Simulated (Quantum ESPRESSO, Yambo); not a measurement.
# ZnSe (Stilleite): G0W0 in Yambo against the bands, part 2 of 2

Aim: move the bands of a G0W0 run on ZnSe (Stilleite) over a wide range.

Yambo 5.3.0; PBE and many-body steps on it, plane waves. Known limits of the many-body steps: not at the basis limit; no spin-orbit coupling; coarse k mesh.

So far. Step 4 (125 bands): Against the run before, the gap moves by −0.007 eV.

## Step 5: 211 bands

Level of this step: G0W0 on PBE, plane waves, norm-conserving pseudopotentials (Yambo).

gw4.in

```
HF_and_locXC
gw0
dyson
ppa
em1d
rim_cut
RandQpts= 1000000
RandGvec= 1 RL
EXXRLvcs= 104 Ry
VXCRLvcs= 416 Ry
Chimod= "HARTREE"
% BndsRnXp
 1 | 211 |
%
NGsBlkXp= 15.5 Ry
% LongDrXp
 1 | 1 | 1 |
%
% GbndRnge
 1 | 211 |
%
DysSolver= "n"
ExtendOut
PPAPntXp= 27.21138 eV
% QPkrange
 1 | 1 | 21 | 24 |
%
```

On the command line:

```
> OMP_NUM_THREADS=1 mpirun -n 4 yambo -F gw4.in -J gw4 -C gw4 > gw4.log
```

The program printed:

```text
 Yambo, version 5.3.0

 [02] CORE Variables Setup
 =========================

  [... cell, symmetries and grids as in the set-up ...]

  [02.05] Energies & Occupations
  ==============================

  [X] === General ===
  [X] Electronic Temperature                        :  0.000000  0.000000 [eV K]
  [X] Bosonic    Temperature                        :  0.000000  0.000000 [eV K]
  [X] Finite Temperature mode                       : no
  [X] El. density                                   :  0.96675E+24 [cm-3]
[...]
Sx RL components                                 :   5601

   QP @ state[ 1 ] K range                          :  1  1
   QP @ state[ 1 ] b range                          :  21  24
   GF energies kind                                 : Perdew, Burke & Ernzerhof(X)+Perdew, Burke & Ernzerhof(C)
   GF WF`s kind                                     : Perdew, Burke & Ernzerhof(X)+Perdew, Burke & Ernzerhof(C)
   Xs energies kind                                 : Perdew, Burke & Ernzerhof(X)+Perdew, Burke & Ernzerhof(C)
   Xs WF`s kind                                     : Perdew, Burke & Ernzerhof(X)+Perdew, Burke & Ernzerhof(C)

 [11] Game Over & Game summary
```

Wall time 5 min (4 MPI ranks of Arm Neoverse V2, shared host); peak memory 2.1 GiB.

This step gave:

- G0W0 gap on the points computed: 2.039 eV
- starting gap on the mesh: 1.291 eV
- k of the valence top: 0, 0, 0
- k of the conduction bottom: 0, 0, 0
- least direct G0W0 gap on the computed points: 2.039 eV

Against the run before, the gap moves by −0.003 eV.

## Step 6: 314 bands

gw5.in

```
HF_and_locXC
gw0
dyson
ppa
em1d
rim_cut
RandQpts= 1000000
RandGvec= 1 RL
EXXRLvcs= 104 Ry
VXCRLvcs= 416 Ry
Chimod= "HARTREE"
% BndsRnXp
 1 | 314 |
%
NGsBlkXp= 15.5 Ry
% LongDrXp
 1 | 1 | 1 |
%
% GbndRnge
 1 | 314 |
%
DysSolver= "n"
ExtendOut
PPAPntXp= 27.21138 eV
% QPkrange
 1 | 1 | 21 | 24 |
%
```

On the command line:

```
> OMP_NUM_THREADS=1 mpirun -n 4 yambo -F gw5.in -J gw5 -C gw5 > gw5.log
```

The program printed:

```text
 Yambo, version 5.3.0

 [02] CORE Variables Setup
 =========================

  [... cell, symmetries and grids as in the set-up ...]

  [02.05] Energies & Occupations
  ==============================

  [X] === General ===
  [X] Electronic Temperature                        :  0.000000  0.000000 [eV K]
  [X] Bosonic    Temperature                        :  0.000000  0.000000 [eV K]
  [X] Finite Temperature mode                       : no
  [X] El. density                                   :  0.96675E+24 [cm-3]
[...]
Sx RL components                                 :   5601

   QP @ state[ 1 ] K range                          :  1  1
   QP @ state[ 1 ] b range                          :  21  24
   GF energies kind                                 : Perdew, Burke & Ernzerhof(X)+Perdew, Burke & Ernzerhof(C)
   GF WF`s kind                                     : Perdew, Burke & Ernzerhof(X)+Perdew, Burke & Ernzerhof(C)
   Xs energies kind                                 : Perdew, Burke & Ernzerhof(X)+Perdew, Burke & Ernzerhof(C)
   Xs WF`s kind                                     : Perdew, Burke & Ernzerhof(X)+Perdew, Burke & Ernzerhof(C)

 [11] Game Over & Game summary
```

It took 7.3 min on 4 MPI ranks; peak memory 2.7 GiB; 29 min of CPU time.

Numbers from this step:

* G0W0 gap on the points computed: 2.039 eV
* starting gap on the mesh: 1.291 eV
* k of the valence top: 0, 0, 0
* k of the conduction bottom: 0, 0, 0
* least direct G0W0 gap on the computed points: 2.039 eV

Against the run before, the gap moves by +0.001 eV.

## Step 7: 430 bands

gw6.in

```
HF_and_locXC
gw0
dyson
ppa
em1d
rim_cut
RandQpts= 1000000
RandGvec= 1 RL
EXXRLvcs= 104 Ry
VXCRLvcs= 416 Ry
Chimod= "HARTREE"
% BndsRnXp
 1 | 430 |
%
NGsBlkXp= 15.5 Ry
% LongDrXp
 1 | 1 | 1 |
%
% GbndRnge
 1 | 430 |
%
DysSolver= "n"
ExtendOut
PPAPntXp= 27.21138 eV
% QPkrange
 1 | 1 | 21 | 24 |
%
```

On the command line:

```
> OMP_NUM_THREADS=1 mpirun -n 4 yambo -F gw6.in -J gw6 -C gw6 > gw6.log
```

The program printed:

```text
 Yambo, version 5.3.0

 [02] CORE Variables Setup
 =========================

  [... cell, symmetries and grids as in the set-up ...]

  [02.05] Energies & Occupations
  ==============================

  [X] === General ===
  [X] Electronic Temperature                        :  0.000000  0.000000 [eV K]
  [X] Bosonic    Temperature                        :  0.000000  0.000000 [eV K]
  [X] Finite Temperature mode                       : no
  [X] El. density                                   :  0.96675E+24 [cm-3]
[...]
Sx RL components                                 :   5601

   QP @ state[ 1 ] K range                          :  1  1
   QP @ state[ 1 ] b range                          :  21  24
   GF energies kind                                 : Perdew, Burke & Ernzerhof(X)+Perdew, Burke & Ernzerhof(C)
   GF WF`s kind                                     : Perdew, Burke & Ernzerhof(X)+Perdew, Burke & Ernzerhof(C)
   Xs energies kind                                 : Perdew, Burke & Ernzerhof(X)+Perdew, Burke & Ernzerhof(C)
   Xs WF`s kind                                     : Perdew, Burke & Ernzerhof(X)+Perdew, Burke & Ernzerhof(C)

 [11] Game Over & Game summary
```

Run time: 10 min. Hardware: 4 MPI ranks; peak memory 3.3 GiB.

Numbers from this step:

| Quantity | Value |
| --- | --- |
| G0W0 gap on the points computed | 2.040 eV |
| starting gap on the mesh | 1.291 eV |
| k of the valence top | 0, 0, 0 |
| k of the conduction bottom | 0, 0, 0 |
| least direct G0W0 gap on the computed points | 2.040 eV |

Against the run before, the gap moves by +0.0003 eV.

## Step 8: The runs together

Times are wall times on 4 MPI ranks of Arm Neoverse V2, shared host, good to a factor of about two.

```
      run   mesh  bands  screening cutoff (eV)  DFT gap (eV)  gap on the mesh (eV)  direct (eV)     time
 45 bands  4×4×4     45                  210.9         1.291                 2.073        2.073     49 s
 73 bands  4×4×4     73                  210.9         1.291                 2.048        2.048     90 s
125 bands  4×4×4    125                  210.9         1.291                 2.041        2.041  2.8 min
211 bands  4×4×4    211                  210.9         1.291                 2.039        2.039    5 min
314 bands  4×4×4    314                  210.9         1.291                 2.039        2.039  7.3 min
430 bands  4×4×4    430                  210.9         1.291                 2.040        2.040   10 min
```

## Step 9: Summary of results

```json
{
 "45 bands": "2.073 eV",
 "73 bands": "2.048 eV",
 "125 bands": "2.041 eV",
 "211 bands": "2.039 eV",
 "314 bands": "2.039 eV",
 "430 bands": "2.040 eV",
 "known limits": "not at the basis limit; no spin-orbit coupling; coarse k mesh"
}
```

In words: The setting moved: bands. From 45 bands to 430 bands the gap moves by −0.03 eV, for 13 times the time. It holds to 0.03 eV from 73 bands on. Bands and screening cutoff are coupled, so a series along one setting does not show full convergence. Bands and cutoff are finite, so the gap is not at the basis limit. The miss can reach some tenths of an eV and take either sign; the mesh is an error of its own. In the G0W0 runs levels were corrected at 1 k point alone, so a gap called «on the mesh» is the least over those, and an edge elsewhere would be missed. The 4×4×4 mesh is coarse for this cell, which bears on the long-range parts of exchange and screening. The many-body steps are scalar-relativistic: spin-orbit coupling is not in them.

[Paths, hosts, dates, memory and timing lines, banners, echoed tables and standing remarks are left out of the program output.]

[Logs are printed without paths, hosts, clocks, repeated set-up lines and the standing remarks that a program may print on its own settings, such as how far it seeks lower states.]

[Runs of the session that timed out or met a known fault of the program may be left out.]

[Hosts, paths, dates, database ids (printed as entryN), source tags and the programs' standing remarks are cut or masked in the printed files.]
